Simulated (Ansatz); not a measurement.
# Y (omega type): how the settings move a relaxation

Aim: see which settings change the result for Y (omega type), by how much, and at what cost.

Program: Ansatz 0.2.0. Level of theory: reference: DFT, PBE, PAW with Ansatz's default frozen-core files, scalar-relativistic. These are calculated values, not measurements.

## (1) The system as given

The structure is hexagonal, space group P6/mmm (No. 191). The conventional cell has a = 5.243 Å, b = 5.243 Å, c = 3.276 Å, α = 90.00°, β = 90.00°, γ = 120.00°. Around Y (site symmetry 6/mmm) lie 14 Y at 3.28 to 3.44 Å. Around Y (site symmetry -6m2) lie 11 Y at 3.03 to 3.44 Å.

As a file:

```xyz
3
Lattice="5.2430 0.0000 0.0000 -2.6215 4.5406 0.0000 0.0000 0.0000 3.2756" Properties=species:S:1:pos:R:3 pbc="T T T"
Y     0.0000    0.0000    0.0000
Y     0.0000    3.0271    1.6378
Y     2.6215    1.5135    1.6378
```

## (2) Baseline

The input, input.yaml:

```yaml
crystal:
  lattice:
    - [5.2430247422, 0.0, 0.0]
    - [-2.6215123711, 4.5405926194, 0.0]
    - [0.0, 0.0, 3.2755737566]
  atoms:
    - { symbol: "Y", position: [0.0, 0.0, 0.0] }
    - { symbol: "Y", position: [0.3333333333, 0.6666666667, 0.5] }
    - { symbol: "Y", position: [0.6666666667, 0.3333333333, 0.5] }
kpoints:
  mp_grid: { grid: [6, 6, 9] }
scf:
  occupations: { method: fermi_dirac, width: 0.08 }
hamiltonian:
  xc: pbe
  pseudopotentials: { kind: paw }
output:
  forces: true
  stress: true
  write_density: true
  write_potential: true
  elf: true
  volumetric_format: npy
relax:
  f_tol: 0.005
  max_steps: 30
  cell: { stress_tol: 0.11, fix: [volume] }
```

Started as:

```console
$ ansatz run input.yaml --threads 1 --pin off --max-ram 3072MiB --backend cpu --events-out ev --progress --plain --runs-dir out
```

## (3) Variant: preconditioner kerker_dos, xc lda, hubbard.sites [{species: Y, l: d, u_eff: 5.0}], hubbard.double_counting fll

Changes to input.yaml since step 2:

```diff
@@ -13,5 +13,7 @@
   occupations: { method: fermi_dirac, width: 0.08 }
+  mixing: { preconditioner: kerker_dos }
 hamiltonian:
-  xc: pbe
+  xc: lda
   pseudopotentials: { kind: paw }
+  hubbard: { sites: [{ species: "Y", l: d, u_eff: 5.0 }], double_counting: fll }
 output:
```

## (4) Changing settings: mixing.algorithm broyden, mixing.beta 0.7

Changes to input.yaml since step 2:

```diff
@@ -13,2 +13,3 @@
   occupations: { method: fermi_dirac, width: 0.08 }
+  mixing: { algorithm: broyden, beta: 0.7 }
 hamiltonian:
@@ -19,6 +20,2 @@
   stress: true
-  write_density: true
-  write_potential: true
-  elf: true
-  volumetric_format: npy
 relax:
```

Before running it: what results should come out? Wanted: for each run, ending; energy change; pressure; gap; force.

**Answer**, as computed:

| run | ending | energy change | pressure (GPa) | gap (eV) | force (eV/Å) | cycles | time |
| --- | --- | --- | --- | --- | --- | --- | --- |
| reference | converged | 0 | 12.2 | 0.00 | 0.00 | 22 | 12 s |
| 1: preconditioner kerker_dos, xc lda, hubbard.sites [{species: Y, l: d, u_eff: 5.0}], hubbard.double_counting fll | converged | not comparable | 15.8 | 0.00 | 0.00 | 23 | 14 s |
| 2: mixing.algorithm broyden, mixing.beta 0.7 | converged | 0.0 meV/atom | 12.2 | 0.00 | 0.00 | 21 | 11 s |

Times don't compare one to one where runs were asked for different outputs or read a saved state (see the inputs); cycles may leave out searches for a lower state.

«mixing.algorithm broyden, mixing.beta 0.7» leaves the energy as it was. A changed U is a change of model: its shifts are not errors of convergence. The structure is not at rest: the sound run finds 12 GPa, so these are no properties of the relaxed crystal. 
